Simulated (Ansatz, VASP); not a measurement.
Two plane-wave programs on Si

```
Si
1.0
     0.04752    2.71547    2.71547
     2.76299    0.00000    2.76299
     2.71547    2.71547    0.04752
Si
2
Direct
  0.50000 0.50000 0.50000
  0.75000 0.75000 0.75000
```

Change from the starting cell: strain +0.0350 x Voigt [0, 0, 0, 0, 1, 0], atoms carried along.

Alike in both runs: task single point; functional LDA; k mesh 10 × 10 × 10; occupations gaussian, width 0.05 eV; no spin polarisation.

|  | VASP | Ansatz |
| --- | --- | --- |
| version | VASP 6.6.1 | Ansatz 0.2.0 |
| potentials or method | VASP PAW LDA potentials, release 64 (Si) | scalar-relativistic, plane waves, PAW |
| plane-wave cutoff (eV) | 520 | 420 |
| valence electrons in the cell | 8 | 8 |

|  | VASP | Ansatz | Ansatz less VASP |
| --- | --- | --- | --- |
| gap on the k mesh at the Fermi level (eV) | 0.36 | 0.37 | +0.006 |
| least direct gap on the mesh (eV) | 2.22 | 2.22 | +0.003 |
| pressure (GPa) | -1.3 | -1.4 | -0.04 |
| largest component of the traceless stress (GPa) | 3.54 | 3.52 | -0.026 |
| rms of the force components (eV/Å) | 0.188 | 0.187 | -0.0004 |

Atom by atom the forces differ by 0.000 eV/Å (rms over components).

A k mesh can miss the band edges.
